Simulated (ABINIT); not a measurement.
# MgO (P6_3mc) in ABINIT: further runs

The runs below take MgO through single point, with PBEsol, revPBE.

All numbers are computed with ABINIT 10.8.3 (patched build); they aren't measurements. Logs are shortened: lines on timing, memory, paths and dates and some standing lists are left out, and cuts for length are marked. The log counts tension as positive stress, the text compression.

## 1. The structure

It takes space group P6_3mc (No. 186, hexagonal). The conventional cell has a = 3.308 Å, b = 3.308 Å, c = 4.983 Å, α = 90.00°, β = 90.00°, γ = 120.00°. Around Mg (site symmetry 3m) lie 4 O at 1.97 to 1.99 Å. O (site symmetry 3m) has 4 Mg at 1.97 to 1.99 Å as nearest neighbours.

Measurements of this composition are mostly on another form, of space group No. 225.

## 2. Single point, PBEsol (cell squeezed)

Input file run.abi:

```
# Pseudopotentials
pp_dirpath "./"
pseudos "Mg.upf, O.upf"

# Structure
acell 3*1.0 Angstrom
rprim
     3.2171166626     0.0000000000     0.0000000000
    -1.6085583313     2.7861047567     0.0000000000
     0.0000000000     0.0000000000     4.8462950346
ntypat 2
znucl 12 8
natom 4
typat 1 1 2 2
xred
     0.6666666667     0.3333333333     0.5021597400
     0.3333333333     0.6666666667     0.0021597400
     0.6666666667     0.3333333333     0.9024402600
     0.3333333333     0.6666666667     0.4024402600
chkprim 0
chksymtnons 0
tolsym 1.0e-6

# Plane-wave basis
ecut 49.4

# k points
kptopt 1
ngkpt 7 7 4
nshiftk 1
shiftk 0.0 0.0 0.0

# Exchange and correlation
ixc -116133

# Bands and occupations
nband 20
occopt 3
tsmear 0.00183747

# SCF cycle
nstep 100
tolvrs 1.0e-10

# Output
iomode 3
prtwf 0
prtden 0
prteig 0
prtebands 0
enunit 1
prtvol 2
```

Potentials or basis: PseudoDojo NC SR PBEsol v0.4.1 standard.

Command:

```
$ abinit run.abi > log 2>&1
```

run.abo:

```text
.Version 10.8.3 of ABINIT
 Symmetries : space group P6_3 m c (#186); Bravais hP (primitive hexag.)
================================================================================
 Values of the parameters that define the memory need of the present run
     intxc =       0    ionmov =       0      iscf =       7    lmnmax =       5
     lnmax =       5     mgfft =      60  mpssoang =       3    mqgrid =    3001
     natom =       4  nloc_mem =       1    nspden =       1   nspinor =       1
    nsppol =       1      nsym =      12    n1xccc =    2501    ntypat =       2
    occopt =       3   xclevel =       2
       mpw =        4889          nfft =       96000          nkpt =          24
================================================================================
================================================================================

--------------------------------------------------------------------------------
------------- Echo of variables that govern the present computation ------------
--------------------------------------------------------------------------------
 -outvars: echo values of preprocessed input variables --------
            acell      1.8897261259E+00  1.8897261259E+00  1.8897261259E+00 Bohr
              amu      2.43050000E+01  1.59994000E+01
          chkprim           0
      chksymtnons           0
             ecut      4.94000000E+01 Hartree
           enunit           1
              ixc     -116133
         kptrlatt        7    0    0      0    7    0      0    0    4
          kptrlen      3.66326814E+01
            natom           4
            nband          20
            ngfft          40      40      60
             nkpt          24
            nstep         100
             nsym          12
           ntypat           2
           occopt           3
           prtden           0
        prtebands           0
           prteig           0
           prtvol           2
            prtwf           0
            rprim      3.2171166626E+00  0.0000000000E+00  0.0000000000E+00
                      -1.6085583313E+00  2.7861047567E+00  0.0000000000E+00
                       0.0000000000E+00  0.0000000000E+00  4.8462950346E+00
          spgroup         186
           tolsym      1.00000000E-06
           tolvrs      1.00000000E-10
           tsmear      1.83747000E-03 Hartree
            typat      1  1  2  2
           xangst      1.6085583313E+00  9.2870158557E-01  2.4336142545E+00
                       6.2641193343E-17  1.8574031711E+00  1.0466737238E-02
                       1.6085583313E+00  9.2870158557E-01  4.3734917511E+00
                       6.2641193343E-17  1.8574031711E+00  1.9503442338E+00
[... 256 lines left out ...]
   7.58094   12.36738   13.54570   15.52515
 kpt#   3, nband= 20, wtk=  0.03061, kpt=  0.2857  0.0000  0.0000 (reduced coord)
 -68.33354  -68.32881  -35.38965  -35.35215  -35.34454  -35.33905  -35.33676  -35.32052
 -13.14275  -12.45782    0.02558    0.33152    1.06170    1.62183    2.34620    2.49073
   9.22943   12.25355   13.16606   14.69685
 kpt#   4, nband= 20, wtk=  0.03061, kpt=  0.4286  0.0000  0.0000 (reduced coord)
 -68.33173  -68.32898  -35.38040  -35.36346  -35.35836  -35.34715  -35.34061  -35.32262
 -12.82670  -12.44751   -0.44010    0.52777    0.78011    1.45830    2.05306    2.30486
  10.55200   11.37873   12.61598   14.31748
 kpt#   5, nband= 20, wtk=  0.03061, kpt=  0.1429  0.1429  0.0000 (reduced coord)
[... 64 lines left out ...]
 -68.33146  -68.33146  -35.37425  -35.37425  -35.33398  -35.33398  -35.32818  -35.32818
 -12.85933  -12.85933    0.14767    0.14767    1.80012    1.80012    2.11276    2.11276
  10.15410   10.15410   14.92917   14.92917
 kpt#  22, nband= 20, wtk=  0.06122, kpt=  0.2857  0.1429  0.5000 (reduced coord)
 -68.33054  -68.33054  -35.38169  -35.38169  -35.33934  -35.33934  -35.33216  -35.33216
 -12.66545  -12.66545   -0.25746   -0.25746    1.45094    1.45094    2.23322    2.23322
  10.63364   10.63364   14.18056   14.18056
 kpt#  23, nband= 20, wtk=  0.03061, kpt=  0.4286  0.1429  0.5000 (reduced coord)
 -68.33013  -68.33013  -35.38561  -35.38561  -35.34141  -35.34141  -35.33361  -35.33361
 -12.57650  -12.57650   -0.43027   -0.43027    1.29094    1.29094    2.30235    2.30235
  10.78751   10.78751   13.92317   13.92317
 kpt#  24, nband= 20, wtk=  0.03061, kpt=  0.2857  0.2857  0.5000 (reduced coord)
 -68.33003  -68.33003  -35.38419  -35.38419  -35.34360  -35.34360  -35.33469  -35.33469
 -12.55642  -12.55642   -0.14540   -0.14540    0.76206    0.76206    2.40204    2.40204
  11.27795   11.27795   13.46345   13.46345
 Total charge density [el/Bohr^3]
)     Maximum=    3.3912E+00  at reduced coord.    0.7250    0.4000    0.5167
)Next maximum=    3.3912E+00  at reduced coord.    0.6750    0.4000    0.5167
)     Minimum=    4.0751E-03  at reduced coord.    0.0000    0.0000    0.1667
)Next minimum=    4.0751E-03  at reduced coord.    0.0000    0.0000    0.6667
   Integrated=    3.2000E+01

--- !EnergyTerms
iteration_state     : {dtset: 1, }
comment             : Components of total free energy in Hartree
kinetic             :  9.06784271913052E+01
hartree             :  4.82282086074804E+01
xc                  : -2.41162817095244E+01
Ewald energy        : -8.58844006249240E+01
psp_core            :  3.36473212599988E+00
local_psp           : -1.42390965887135E+02
non_local_psp       : -4.16819397681657E+01
internal            : -1.51802220064963E+02
'-kT*entropy'       :  2.50654693209414E-15
total_energy        : -1.51802220064963E+02
total_energy_eV     : -4.13074884318513E+03
band_energy         : -2.69650378608024E+01
...

 Cartesian components of stress tensor (hartree/bohr^3)
  sigma(1 1)= -4.37254114E-04  sigma(3 2)=  0.00000000E+00
  sigma(2 2)= -4.37254114E-04  sigma(3 1)=  0.00000000E+00
  sigma(3 3)= -3.75198567E-04  sigma(2 1)=  0.00000000E+00

-Cartesian components of stress tensor (GPa)         [Pressure=  1.2256E+01 GPa]
- sigma(1 1)= -1.28644602E+01  sigma(3 2)=  0.00000000E+00
- sigma(2 2)= -1.28644602E+01  sigma(3 1)=  0.00000000E+00
- sigma(3 3)= -1.10387230E+01  sigma(2 1)=  0.00000000E+00

== END DATASET(S) ==============================================================
================================================================================

 -outvars: echo values of variables after computation  --------
            acell      1.8897261259E+00  1.8897261259E+00  1.8897261259E+00 Bohr
           etotal     -1.5180222006E+02
            fcart      8.8581586409E-29  1.5342780828E-28 -1.5278717876E-03
                       8.8581586409E-29  1.5342780828E-28 -1.5278717876E-03
                       8.8581586409E-29  9.7170945242E-28  1.5278717876E-03
                      -2.6574475923E-28 -1.2785650690E-27  1.5278717876E-03
            rprim      3.2171166626E+00  0.0000000000E+00  0.0000000000E+00
                      -1.6085583313E+00  2.7861047567E+00  0.0000000000E+00
                       0.0000000000E+00  0.0000000000E+00  4.8462950346E+00
           strten     -4.3725411423E-04 -4.3725411383E-04 -3.7519856730E-04
                       0.0000000000E+00  0.0000000000E+00  0.0000000000E+00
           xangst      1.6085583313E+00  9.2870158557E-01  2.4336142545E+00
                       6.2641193343E-17  1.8574031711E+00  1.0466737238E-02
                       1.6085583313E+00  9.2870158557E-01  4.3734917511E+00
                       6.2641193343E-17  1.8574031711E+00  1.9503442338E+00
             xred      6.6666666667E-01  3.3333333333E-01  5.0215974000E-01
                       3.3333333333E-01  6.6666666667E-01  2.1597400000E-03
                       6.6666666667E-01  3.3333333333E-01  9.0244026000E-01
                       3.3333333333E-01  6.6666666667E-01  4.0244026000E-01
 Calculation completed.
```

Wall time 57 s (1 thread of Arm Neoverse V2, shared host); peak memory 0.11 GiB.

What came out:

- Free energy: -4130.7488 eV
- Pressure: 12.3 GPa
- Largest force: 0.079 eV/Å
- Band gap on the k mesh: 3.84 eV, direct
- Valence electrons inside the program's atomic spheres: Mg 8.51; O 6.34

Forces on the atoms (eV/Å):
```
Mg   0.000  0.000 -0.079
Mg   0.000  0.000 -0.079
O    0.000  0.000  0.079
O    0.000  0.000  0.079
```

Levels at points of the mesh, in eV from the valence-band top:
```tsv
k point	band 14	band 15	band 16	band 17	band 18	band 19
(0.00, 0.00, 0.00)	-0.48	-0.48	0.00	3.84	9.04	10.89
(0.00, 0.00, 0.50)	-0.67	-0.67	-0.67	6.42	6.42	13.83
```

## 3. Single point, revPBE

Input file run.abi:

```
# Pseudopotentials
pp_dirpath "./"
pseudos "Mg.upf, O.upf"

# Structure
acell 3*1.0
rprim
     6.2508114831     0.0000000000     0.0000000000
    -3.1254057416     5.4133615386     0.0000000000
     0.0000000000     0.0000000000     9.4162816677
ntypat 2
znucl 12 8
natom 4
typat 1 1 2 2
xcart
     3.1254057418     1.8044538460     4.7284775540
    -0.0000000004     3.6089076926     0.0203367202
     3.1254057418     1.8044538460     8.4976316764
    -0.0000000004     3.6089076926     3.7894908426

# Plane-wave basis
ecut 42.0

# k points
kptopt 1
ngkpt 7 7 4
nshiftk 1
shiftk 0.0 0.0 0.0

# Exchange and correlation
ixc 14

# Bands and occupations
nband 20
occopt 3
tsmear 0.05 eV

# SCF cycle
nstep 100
tolvrs 1.0e-10

# Output
iomode 3
prtwf 0
prteig 0
prtebands 0
enunit 2
prtvol 2
prtden 1
prtvha 1
prtvclmb 1
prtpot 1
prtelf 1
```

Potentials or basis: PseudoDojo NC SR PBE v0.4 stringent.

Command:

```
$ abinit run.abi > log 2>&1
```

It took 60 s on 1 thread of Arm Neoverse V2, shared host; peak memory 0.11 GiB.

The run converged. Its results:

```
Free energy                                           : -4143.6987 eV
Pressure                                              : 5.8 GPa
Largest force                                         : 0.007 eV/Å
Band gap on the k mesh                                : 3.62 eV, direct
Valence electrons inside the program's atomic spheres : Mg 8.42; O 6.31
```

Forces on the atoms (eV/Å):
```
Mg   0.000  0.000 -0.007
Mg   0.000  0.000 -0.007
O    0.000  0.000  0.007
O    0.000  0.000  0.007
```

Levels at points of the mesh, in eV from the valence-band top:
```csv
k point,band 12,band 13,band 14,band 15,band 16,band 17,band 18,band 19,band 20
"(0.00, 0.00, 0.00)",-0.78,-0.78,-0.44,-0.44,0.00,3.62,8.69,10.46,14.29
"(0.00, 0.00, 0.50)",-1.98,-0.61,-0.61,-0.61,-0.61,6.11,6.11,13.40,13.40
```

Caveat: the potentials were made for another functional, which shifts forces and pressure. revPBE gaps usually lie below the measured ones, often by a third to a half.
